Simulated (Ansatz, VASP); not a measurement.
Sb: VASP beside Ansatz

```
Sb
1.0
     0.00000    2.50989    2.50989
     2.50989    0.00000    2.50989
     2.50989    2.50989    0.00000
Sb
2
Direct
  0.87500 0.87500 0.87500
  0.12500 0.12500 0.12500
```

Change from the starting cell: volume scaled by 0.4, crystal datasets.

Alike in both runs: task single point; functional LDA; k mesh 10 × 10 × 10; occupations fermi-dirac, width 0.1 eV; no spin polarisation.

|  | VASP | Ansatz |
| --- | --- | --- |
| version | VASP 6.6.1 | Ansatz 0.2.0 |
| potentials or method | VASP PAW LDA potentials, release 64 (Sb), cutoff 520 eV | all-electron PAW with datasets made for the crystal, scalar-relativistic |

Ansatz gave:

* pressure (GPa): 237.3

Problem. What did VASP give for the same quantities?

Solution. Pressure (GPa): 236.5.

Ansatz ran all-electron here, so the differences hold the error of VASP's frozen core and of both bases.

Caveats: the cell as given lies far from equilibrium; so large a pressure means that the cell lies far from this level's equilibrium, or that cutoff or potentials fall short (VASP). The runs have no spin-orbit coupling, so splittings on Sb are missing.
